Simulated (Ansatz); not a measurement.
# NbAs (I4_1md) in Ansatz: notebook

One crystal, NbAs, is run at these levels: PBEsol; tasks: relaxation of cell and atoms.

All numbers are computed with Ansatz 0.2.0; they aren't measurements. Logs are shortened: lines on timing, memory, paths and dates and some standing lists are left out, and cuts for length are marked.

## (1) The structure

Symmetry: I4_1md, No. 109, tetragonal system. Conventional cell: a = 3.452 Å, b = 3.452 Å, c = 11.680 Å, α = 90.00°, β = 90.00°, γ = 90.00°. Nb (site symmetry 2mm) is surrounded by 6 As at 2.60 to 2.63 Å. As (site symmetry 2mm) is surrounded by 6 Nb at 2.60 to 2.63 Å.

## (2) Relaxation of cell and atoms, PBEsol

Contents of input.yaml:

```yaml
crystal:
  lattice:
    - [-1.72585, 1.72585, 5.84]
    - [1.72585, -1.72585, 5.84]
    - [1.72585, 1.72585, -5.84]
  atoms:
    - { symbol: Nb, position: [0.5, 0.0, 0.5] }
    - { symbol: Nb, position: [0.75, 0.75, 0.0] }
    - { symbol: As, position: [0.916, 0.416, 0.5] }
    - { symbol: As, position: [0.166, 0.166, 0.0] }
hamiltonian:
  xc: pbesol
  pseudopotentials: { kind: paw }
kpoints:
  mp_grid: { grid: [11, 11, 11] }
scf:
  occupations: { method: fermi_dirac, width: 0.05 }
output:
  forces: true
  stress: true
  eigenvalues: true
relax:
  f_tol: 0.01
  max_steps: 40
  cell: { stress_tol: 0.05 }
```

Potentials or basis: Ansatz PAW.

Run with:

```bash
$ ansatz run input.yaml --threads 2 --pin off --max-ram 5632MiB --backend cpu --events-out ev --progress --plain --runs-dir out
```

The log of the run:

```text
Warning: RAYON_NUM_THREADS=2 ignored (pool sized by the plan → 2); use --threads N
basis.fft_grid_basis auto: the FFT boxes are laid along the combinations [[1, 0, 1], [0, 1, 1], [0, 0, 1]] of the cell's own vectors, 3.452, 3.452 and 6.330 Å long. The dense box has 24×24×45 points. Along the cell's own vectors, as sized, it would have 45×45×45, 3.52 times as many. Of the 8 symmetry operations that the crystal satisfies within crystal.symmetry.tolerance (time reversal apart; of a slab, those that keep its plane) the dense box along the cell's own vectors carries 8, and the one as laid loses 6 of those. basis.fft_grid_basis: typed keeps the cell's own vectors: state it where this run's energies or levels are differenced outside the engine with another run's, or held beside a run that keeps those vectors.
Engine: ansatz 0.2.0, x86_64-unknown-linux-gnu
Pseudopotentials: kind: paw
Pseudopotential: Nb, paw, valence charge 13, recommended cutoff 420 eV (normal), Nb.paw.azcp
Pseudopotential: As, paw, valence charge 15, recommended cutoff 420 eV (normal), As.paw.azcp
Functional definition: PBEsol
  exchange = pbesol_x
  correlation = pbesol_c
Crystal: 4 atoms, lattice volume = 69.579 Å³
Basis set: ecut = 420 eV, 1371 PW (Γ), FFT grids on a1+a3, a2+a3, a3, exchange–correlation on 48×48×90 points (8 copies of the dense FFT grid, shifted against one another)
Bands: 34, of which v1, the nominal top of the filled ones, is band 28 counted from 1 (27 counted from 0)
Symmetry: 8 space group operations
Space group: I41md (ITA 109), of the structure as read, at distance tolerance 4.1e-5 Å
k-points: 126 of 1331 (time reversal used)
Non-local potential: Nb, projectors of the file, l = 0: 3, l = 1: 2, l = 2: 2, l = 3: 1
Non-local potential: As, projectors of the file, l = 0: 2, l = 1: 2, l = 2: 3, l = 3: 1
PAW form: soft (Blöchl's): semilocal exchange-correlation on the pseudo side does not see the compensation charge
PAW frozen core: Nb, regenerated for the run's functional, and the local potential with it (the file was generated under x = pbe(κ = 0.804, μ = 0.2195149727645171), c = pbe(β = 0.06672455060314922))
PAW frozen core: As, regenerated for the run's functional, and the local potential with it (the file was generated under x = pbe(κ = 0.804, μ = 0.2195149727645171), c = pbe(β = 0.06672455060314922))
PAW one-centre angular grid: Nb, 590 points (default); XC on 64 Gauss nodes
PAW one-centre angular grid: As, 590 points (default); XC on 64 Gauss nodes
Initial density: superposition of atomic densities (neutral atoms: chi_scale 0, normalization atom), corrected by the library's trained network
Initial wavefunctions: pseudopotential atomic-orbital guess
Functional: x = pbesol(κ = 0.804, μ = 0.12345679012345678), c = pbesol(β = 0.046)
SCF iter   1: F=—  HF=-18619.962165 eV  |F-HF|=—  |Δ(HF+E_count)|=         —  Δρ=8.27e-3  dr2=3.70e-2  ethr=1.77e-3  ⟨swp⟩=5.9  Hψ=17297  notcnv=0
preconditioner: auto → Kerker (q_TF=auto, 2.631 Å⁻¹)  [metal: Δε(μ)=0.023 eV  Ē_g=6.972 eV  σ=0.050 eV  W_gap=0.12  n_scr=24 (ndim 8)  ℏωp=19.9 eV  f_vac=0.000  D(μ)=0.70/eV (n_scr^D=2)]
SCF iter   2: F=—  HF=-18619.956429 eV  |F-HF|=—  |Δ(HF+E_count)|=   5.74e-3  Δρ=4.70e-3  dr2=1.17e-2  ethr=6.61e-5  ⟨swp⟩=1.2  Hψ=5345  notcnv=0
SCF iter   3: F=—  HF=-18619.954710 eV  |F-HF|=—  |Δ(HF+E_count)|=   1.72e-3  Δρ=6.41e-4  dr2=2.80e-4  ethr=2.08e-5  ⟨swp⟩=2.0  Hψ=5836  notcnv=0
SCF iter   4: F=—  HF=-18619.954676 eV  |F-HF|=—  |Δ(HF+E_count)|=   3.35e-5  Δρ=2.23e-4  dr2=3.80e-5  ethr=4.99e-7  ⟨swp⟩=2.0  Hψ=7373  notcnv=0
SCF iter   5: F=—  HF=-18619.954648 eV  |F-HF|=—  |Δ(HF+E_count)|=   2.81e-5  Δρ=7.76e-5  dr2=5.14e-6  ethr=6.78e-8  ⟨swp⟩=2.0  Hψ=7456  notcnv=0  defer=1
[... 51 lines left out ...]
E sigma→0 (E₀):  -18619.967032 eV
Entropy (-TS):   -0.005842 eV (-1.461 meV/atom)
Fermi energy:    16.440545 eV
--- Per-component energies (eV) ---
  E_band       = -475.233263
  E_kinetic    = 1000.203289
  E_local      = -4294.266637  (includes V_loc(G=0)·N_el)
  E_nonlocal   = -1092.832098
  E_hartree    = 2128.431084
  E_xc         = -509.347251
  E_vxc        = -587.653137  (∫ρ·V_xc dr)
  E_paw        = -9623.113134  (= ΣΔE_a)
  E_vpaw       = 242.453159  (= ΣTr[D̂ρ^β])
  E_aug_tail   = 0.000024  (compensation charges beyond the density's cutoff)
  E_ewald      = -6231.349662
  E_core_change = 2.310275  (= ΣΔE_core)
  E_smearing   = -0.005842  (= −TS)
  E_closure    = 0.000000  (closes the sum)
  Σ components = -18619.969953   (vs F -18619.969953, Δ=0.00e0)
--- Forces (eV/Å), atoms counted from 1 ---
  atom   1  Nb     0.00000000     0.00000000    -0.00607840
  atom   2  Nb    -0.00000000    -0.00000000    -0.00607840
  atom   3  As     0.00000000     0.00000000     0.00607841
  atom   4  As    -0.00000000    -0.00000000     0.00607841
  max |Σ_I F_I| component: 2.70e-8 eV/Å
--- Stress (GPa, compression-positive) ---
       -0.037275       0.000000      -0.000000
        0.000000      -0.037275      -0.000000
       -0.000000       0.000000       0.022006
  P = ⅓ Tr σ = -0.0175 GPa (-0.175 kbar)
--- Band table (eV; the first three rows and the last of 126) ---
  k-point 0: bands = ["-38.5281", "-38.4966", "-19.0550", "-19.0550", "-19.0399", "-19.0356", "-19.0329", "-19.0313", "-19.0249", "-19.0248", "-19.0248", "-19.0217", "-14.7945", "-14.6707", "-14.6707", "-14.5191", "-14.5191", "-14.4553", "3.1258", "5.4537", "10.1955", "13.5742", "14.2095", "14.2095", "14.3434", "14.7315", "15.0548", "15.0548", "17.1447", "17.7401", "18.9564", "19.4774", "19.4774", "20.3051"]
  k-point 1: bands = ["-38.5254", "-38.4953", "-19.0557", "-19.0545", "-19.0392", "-19.0354", "-19.0344", "-19.0333", "-19.0251", "-19.0246", "-19.0228", "-19.0209", "-14.7853", "-14.6878", "-14.6838", "-14.5368", "-14.5309", "-14.4545", "3.3323", "5.5182", "10.3208", "13.1666", "13.9935", "14.0912", "14.0957", "14.6128", "15.1584", "15.2907", "16.8642", "17.3769", "18.9177", "19.1583", "19.7652", "20.1057"]
  k-point 2: bands = ["-38.5181", "-38.4920", "-19.0578", "-19.0528", "-19.0394", "-19.0374", "-19.0365", "-19.0343", "-19.0243", "-19.0241", "-19.0198", "-19.0187", "-14.7713", "-14.7318", "-14.7059", "-14.5793", "-14.5617", "-14.4569", "3.8878", "5.6487", "10.7442", "12.3134", "12.9711", "13.4627", "13.6941", "14.8576", "15.5331", "15.6750", "16.6675", "16.8591", "18.5508", "19.1304", "20.1619", "20.2700"]
  k-point 125: bands = ["-38.5117", "-38.5111", "-19.0571", "-19.0568", "-19.0366", "-19.0366", "-19.0332", "-19.0328", "-19.0239", "-19.0236", "-19.0226", "-19.0226", "-14.7043", "-14.6773", "-14.6270", "-14.6199", "-14.5232", "-14.5073", "4.1504", "4.1690", "12.3197", "12.4570", "13.3902", "13.7025", "13.7949", "14.2752", "15.4456", "16.0063", "17.1708", "17.9688", "18.2356", "18.4993", "19.6290", "19.7723"]
--- Relaxed structure (3 steps of the walk, 3 accepted, 1 SCFs on fresh bases) ---
  F+E_penalty+E_count = -18619.96995277 eV   max|allowed force component| = 6.078e-3 eV/Å   (the final SCF, on the basis selected at the relaxed cell)
  cell:  # Å, volume = 68.5854 Å³
    - [-1.7198421417216685, 1.7198421417216685, 5.796881122170612]
    - [1.7198421417216685, -1.7198421417216685, 5.796881122170612]
    - [1.7198421417216685, 1.7198421417216685, -5.796881122170612]
  atoms:
    - { symbol: Nb, position: [0.49875754275579853, -0.0012424572442014622, 0.5] }
    - { symbol: Nb, position: [0.7487575427557984, 0.7487575427557984, -2.4507990808910982e-33] }
    - { symbol: As, position: [0.9172424572442016, 0.41724245724420145, 0.5000000000000001] }
    - { symbol: As, position: [0.16724245724420145, 0.16724245724420145, 6.148169498053313e-34] }
```

Wall time 52 s (2 threads of Intel Xeon Platinum 8259CL at 2.50GHz (Skylake/Cascade Lake), shared host); peak memory 0.58 GiB.

What came out:

```
Free energy                            : -18619.9700 eV
Relaxed volume                         : 17.15 Å³/atom
Relaxed cell                           : a = 6.286 Å, b = 6.286 Å, c = 6.286 Å, α = 148.25°, β = 148.25°, γ = 45.52°
Space group after relaxing (to 0.05 Å) : I4_1md (No. 109)
Energy gained by relaxing              : 3.8 meV/atom
Ionic steps                            : 4
Pressure after relaxing                : 0.0 GPa
Largest force after relaxing           : 0.006 eV/Å
Band gap on the k mesh                 : 0.06 eV, indirect (least direct gap 0.08 eV)
```

Forces in eV/Å, atoms in the order of the input:
```
Nb   0.000  0.000 -0.006
Nb   0.000  0.000 -0.006
As   0.000  0.000  0.006
As   0.000  0.000  0.006
```

Step by step:
| step | energy change (eV) | largest force (eV/Å) | volume (Å³) |
| --- | --- | --- | --- |
| 1 | 0.0000 | 0.2880 | 69.58 |
| 2 | -0.0014 | 0.1646 | 67.42 |
| 3 | -0.0155 | 0.0061 | 68.59 |
| 4 | -0.0153 | 0.0061 | 68.59 |

Final structure:
```
Nb As
1.0
    -1.71984    1.71984    5.79688
     1.71984   -1.71984    5.79688
     1.71984    1.71984   -5.79688
Nb As
2 2
Direct
  0.49876 0.99876 0.50000
  0.74876 0.74876 0.00000
  0.91724 0.41724 0.50000
  0.16724 0.16724 0.00000
```

Levels at points of the mesh, in eV from the valence-band top:
| k point | band 26 | band 27 | band 28 | band 29 | band 30 | band 31 |
| --- | --- | --- | --- | --- | --- | --- |
| (0.00, 0.00, 0.00) | -1.69 | -1.36 | -1.36 | 0.73 | 1.32 | 2.54 |

Caveat: odd divisions of the mesh miss points on the zone boundary, where band edges often lie, so the gap on the mesh can be too wide; the plane-wave basis is chosen anew once the cell has moved, so the energies of steps on either side of that aren't comparable; the PAW data sets come from PBE, with cores solved anew for the run's functional, which leaves a small shift of forces and pressure.

## (3) Relaxation of cell and atoms, PBEsol, target pressure 2 GPa, at which the enthalpy is minimised

Changes to input.yaml since step 2:

```diff
@@ -24,2 +24,2 @@
   max_steps: 40
-  cell: { stress_tol: 0.05 }
+  cell: { stress_tol: 0.05, p_target: 2.0 }
```

Potentials or basis: Ansatz PAW.

Run with:

```bash
$ ansatz run input.yaml --threads 2 --pin off --max-ram 5632MiB --backend cpu --events-out ev --progress --plain --runs-dir out
```

It took 65 s on 2 threads of Intel Xeon Platinum 8259CL at 2.50GHz (Skylake/Cascade Lake), shared host; peak memory 0.59 GiB.

The run converged. Its results:

- Free energy: -18619.9653 eV
- Relaxed volume: 16.96 Å³/atom
- Relaxed cell: a = 6.256 Å, b = 6.256 Å, c = 6.256 Å, α = 148.19°, β = 148.19°, γ = 45.61°
- Space group after relaxing (to 0.05 Å): I4_1md (No. 109)
- Energy change on relaxing (the enthalpy is what falls): -2.7 meV/atom
- Ionic steps: 4
- Pressure after relaxing: 2.0 GPa
- Band gap on the k mesh: 0.06 eV, indirect (least direct gap 0.10 eV)

The path:
```tsv
step	energy change (eV)	largest force (eV/Å)	volume (Å³)
1	0.0000	0.2880	69.58
2	-0.0114	0.0271	67.86
3	-0.0109	0.0000	67.82
4	-0.0106	0.0000	67.82
```

Final structure:
```
Nb As
1.0
    -1.71466    1.71466    5.76695
     1.71466   -1.71466    5.76695
     1.71466    1.71466   -5.76695
Nb As
2 2
Direct
  0.49865 0.99865 0.50000
  0.74865 0.74865 0.00000
  0.91735 0.41735 0.50000
  0.16735 0.16735 0.00000
```

Levels at points of the mesh, in eV from the valence-band top:
```
           k point  band 25  band 26  band 27  band 28  band 29  band 30  band 31  band 32
(0.00, 0.00, 0.00)    -2.10    -1.70    -1.37    -1.37     0.73     1.34     2.59     3.10
```

Caveat: odd divisions of the mesh miss points on the zone boundary, where band edges often lie, so the gap on the mesh can be too wide; the plane-wave basis is chosen anew once the cell has moved, so the energies of steps on either side of that aren't comparable; the PAW data sets come from PBE, with cores solved anew for the run's functional, which leaves a small shift of forces and pressure. A k mesh can miss the band edges.

## (4) Relaxation of cell and atoms, PBEsol, target pressure 5 GPa, at which the enthalpy is minimised

Changes to input.yaml since step 3:

```diff
@@ -21,2 +21,6 @@
   eigenvalues: true
+  write_density: true
+  write_potential: true
+  elf: true
+  volumetric_format: npy
 relax:
@@ -24,2 +28,2 @@
   max_steps: 40
-  cell: { stress_tol: 0.05, p_target: 2.0 }
+  cell: { stress_tol: 0.05, p_target: 5.0 }
```

Run with:

```bash
$ ansatz run input.yaml --threads 2 --pin off --max-ram 5632MiB --backend cpu --events-out ev --progress --plain --runs-dir out
```

Run time: 78 s. Hardware: 2 threads of Intel Xeon Platinum 8259CL at 2.50GHz (Skylake/Cascade Lake), shared host; peak memory 0.6 GiB.

The run converged. Its results:

```yaml
Free_energy: -18619.9423 eV
Relaxed_volume: 16.69 Å³/atom
Relaxed_cell: a = 6.213 Å, b = 6.213 Å, c = 6.213 Å, α = 148.10°, β = 148.10°, γ = 45.74°
Space_group_after_relaxing_to_0.05_Å: I4_1md (No. 109)
Energy_change_on_relaxing_the_enthalpy_is_what_falls: +3.1 meV/atom
Ionic_steps: 4
Pressure_after_relaxing: 5.0 GPa
Band_gap_on_the_k_mesh: 0.06 eV, indirect (least direct gap 0.08 eV)
```

Step by step:
| step | energy change (eV) | largest force (eV/Å) | volume (Å³) |
| --- | --- | --- | --- |
| 1 | 0.0000 | 0.2880 | 69.58 |
| 2 | 0.0065 | 0.0365 | 66.95 |
| 3 | 0.0119 | 0.0018 | 66.76 |
| 4 | 0.0124 | 0.0018 | 66.76 |

Final structure:
```
CELL_PARAMETERS angstrom
-1.70745 1.70745 5.72478
1.70745 -1.70745 5.72478
1.70745 1.70745 -5.72478
ATOMIC_POSITIONS crystal
Nb 0.49852 0.99852 0.50000
Nb 0.74852 0.74852 0.00000
As 0.91748 0.41748 0.50000
As 0.16748 0.16748 0.00000
```

Levels at points of the mesh, in eV from the valence-band top:
```tsv
k point	band 24	band 25	band 26	band 27	band 28	band 29	band 30	band 31	band 32	band 33
(0.00, 0.00, 0.00)	-2.25	-2.14	-1.72	-1.38	-1.38	0.73	1.37	2.66	3.15	3.15
```

Caveat: odd divisions of the mesh miss points on the zone boundary, where band edges often lie, so the gap on the mesh can be too wide; the plane-wave basis is chosen anew once the cell has moved, so the energies of steps on either side of that aren't comparable; the PAW data sets come from PBE, with cores solved anew for the run's functional, which leaves a small shift of forces and pressure. A k mesh can miss the band edges.

## (5) Overview

```tsv
cell	target pressure (GPa)	gap on the mesh (eV)	pressure (GPa)
relaxed	0	0.06	0.0
relaxed to 2 GPa	2	0.06	2.0
relaxed to 5 GPa	5	0.06	5.0
```

Alike in all rows: task relaxation of cell and atoms; level PBEsol; potentials or basis Ansatz PAW; no spin polarisation; k mesh 11 × 11 × 11; cutoff (eV) 420; smearing fermi-dirac 0.05 eV.

Caveats: odd divisions of the mesh miss points on the zone boundary, where band edges often lie, so the gap on the mesh can be too wide; the plane-wave basis is chosen anew once the cell has moved, so the energies of steps on either side of that aren't comparable; the PAW data sets come from PBE, with cores solved anew for the run's functional, which leaves a small shift of forces and pressure.

Absolute energies hang on the potentials; compare differences alone.
